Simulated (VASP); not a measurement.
Be:

```
Be
1.0
     0.00000    1.57905    1.57905
     1.57905    0.00000    1.57905
     1.57905    1.57905    0.00000
Be
1
Direct
  0.00000 0.00000 0.00000
```

The cell was built by a generator and needn't be a form met in nature.

| Property | Result |
| --- | --- |
| Program | VASP 6.6.1 |
| Task | relaxation of cell and atoms |
| Functional | revPBE |
| Dispersion | D3(BJ) |
| Potentials or basis | VASP PAW PBE potentials, release 64 (Be) |
| Cutoff | 600 eV |
| k mesh | 14 × 14 × 14 |
| Occupations | fermi-dirac, width 0.05 eV |
| Spin | no spin polarisation |

At the start: pressure -12.7 GPa; volume 7.87 Å³/atom.

Task: How do energy, volume and symmetry change on relaxing?

Result: Over 3 steps the energy falls by 35.3 meV/atom and the volume is 7.07 Å³/atom (-10.3 %); space group Fm-3m (No. 225, to 0.05 Å).

The path:
```
step  energy change (eV)  largest force (eV/Å)  pressure (GPa)  volume (Å³)
   1              0.0000                0.0000          -12.69         7.87
   2             -0.0343                0.0000           -2.43         7.18
   3             -0.0353                0.0000           -0.15         7.07
```

Final structure:
```xyz
1
Lattice="0.0000 1.5230 1.5230 1.5230 0.0000 1.5230 1.5230 1.5230 0.0000" Properties=species:S:1:pos:R:3 pbc="T T T"
Be    0.0000    0.0000    0.0000
```

Caveat: the PAW data sets were made with another functional, which shifts forces and pressure a little; pairwise dispersion overbinds metals, which lowers pressure and volume.
